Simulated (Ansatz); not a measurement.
**CsPbI3 under a change: holes 2.0×10^21 cm⁻³**

Take CsPbI3 in the cubic perovskite structure (space group Pm-3m, No. 221; a = 6.3327 Å) as the base.

Now apply this change: hole doping at 2.0×10^21 cm⁻³ (0.508 per cell), with a uniform compensating background at fixed cell and a 300 K Fermi–Dirac width.

Level of theory: r2SCAN, PAW, 500 eV (Ansatz, a first-principles code; no spin-orbit coupling). k-mesh 8×8×8 (Γ-centred); smearing 0.0259 eV (Fermi–Dirac).

The gap between the host's bands shrinks by 0.02 eV (1.70 eV → 1.68 eV) and the gap character remains direct at R. The Fermi level relative to the doped band's edge (positive inside the band; to 0.05 eV) is +0.85 eV.

Carriers are added with a uniform compensating background; total energy and stress of such cells depend on the potential's zero and are not compared; many-body gap narrowing is missing at this level. Spin-orbit coupling, missing from the scalar runs, can matter with I and Pb. No phonon test of stability was made. Many cubic perovskites are stable only at high temperature; tilts and polar distortions were not tested. This is not the structure that CsPbI3 has at room temperature and ambient pressure.
